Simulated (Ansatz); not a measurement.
## FeCo

**The experiment.** The Crystallography Open Database holds a cell as deposited of cubic FeCo (space group Pm-3m), temperature not stated (1990): a = 2.857 Å, 11.66 Å³/atom.

Method: r²SCAN, scalar-relativistic; collinear spin; PAW, 500 eV, 12×12×12 k-mesh, Gaussian smearing of 0.05 eV; code Ansatz; PAW files: Ansatz's generated set soft_2.

Space group Pm-3m (No. 221). a = 2.838 Å, b = 2.838 Å, c = 2.838 Å, α = 90.00°, β = 90.00°, γ = 90.00°
| atom | site | symmetry | x | y | z |
| --- | --- | --- | --- | --- | --- |
| Fe | 1b | m-3m | 0.5000 | 0.5000 | 0.5000 |
| Co | 1a | m-3m | 0.0000 | 0.0000 | 0.0000 |

The chain of runs began from a cell as deposited in COD, expanded in volume.

Magnetic state: ferromagnetic, site spin moments Fe 3.09; Co 1.96 μB.

The cell above was scaled in volume, its shape and atoms being fixed by the lattice's symmetry. Energies are counted from the cell above.

The cell is relaxed to zero pressure at this level.

```
V (Å³/atom)  ΔE (meV/atom)  P from the stress (GPa)
     10.971          12.12                     8.80
     11.200           2.89                     4.13
     11.428           0.00                     0.00
     11.657           2.62                    -3.66
     11.885          10.31                    -7.11
     12.228          30.53                   -11.63
```

Question: Do the energies and the pressures agree? Compare −ΔE/ΔV between neighbouring points (1 meV/Å³ = 0.1602 GPa) with the mean of their pressures.

Answer: 
```json
{"interval (Å³/atom)": "10.97 to 11.20", "−ΔE/ΔV (GPa)": "6.5", "mean P (GPa)": "6.5"}
{"interval (Å³/atom)": "11.20 to 11.43", "−ΔE/ΔV (GPa)": "2.0", "mean P (GPa)": "2.1"}
{"interval (Å³/atom)": "11.43 to 11.66", "−ΔE/ΔV (GPa)": "-1.8", "mean P (GPa)": "-1.8"}
{"interval (Å³/atom)": "11.66 to 11.89", "−ΔE/ΔV (GPa)": "-5.4", "mean P (GPa)": "-5.4"}
{"interval (Å³/atom)": "11.89 to 12.23", "−ΔE/ΔV (GPa)": "-9.4", "mean P (GPa)": "-9.4"}
```
They differ by 0.08 GPa at most.

Question: What do the two routes give for V0, B0 and B0′?

Answer: A third-order Birch–Murnaghan fit of the energies: V0 = 11.43 Å³/atom, B0 = 197 GPa, B0′ = 3.8. A polynomial of P in ln V, with B = −dP/d ln V at P = 0: V0 = 11.43 Å³/atom, B0 = 196 GPa, B0′ = 4.4. B0′ isn't converged to its last digit.

The largest spin moment goes from 3.04 to 3.16 μB along the curve.

B0·V0 = 196.5 GPa × 11.43 Å³ = 14.02 eV/atom sets the scale: near the minimum ΔE ≈ ½ B0 V0 x², with x = V/V0 − 1, and a pressure of 2.0 GPa squeezes the volume by about 1 %. At the ends of the curve: x = −4.0 % predicts 11.4 meV/atom and the run gives 12.1; x = +7.0 % predicts 34.1 meV/atom and the run gives 30.5. Compression costs more and expansion less than the parabola says, since the crystal stiffens as it shrinks; B0′ measures that.

The moment grows with the volume: wider spacing narrows the bands, and exchange then polarises them more fully.

**Against experiment.** r²SCAN gives 2.838 Å and 11.43 Å³/atom, −2.0 % in volume (−0.7 % in length) from the database's cell. The static lattice lacks zero-point motion and thermal expansion, roughly 0.6 to 1.4 % in volume at 300 K (room temperature assumed) by Grüneisen's rule, γ·3k_BT/(B0·V0) with γ of 1 to 2.5; that is too little for this miss.

The run wasn't fully tested for a lower electronic state. Site moments are of spin, integrated over atomic spheres. The run is a metal.
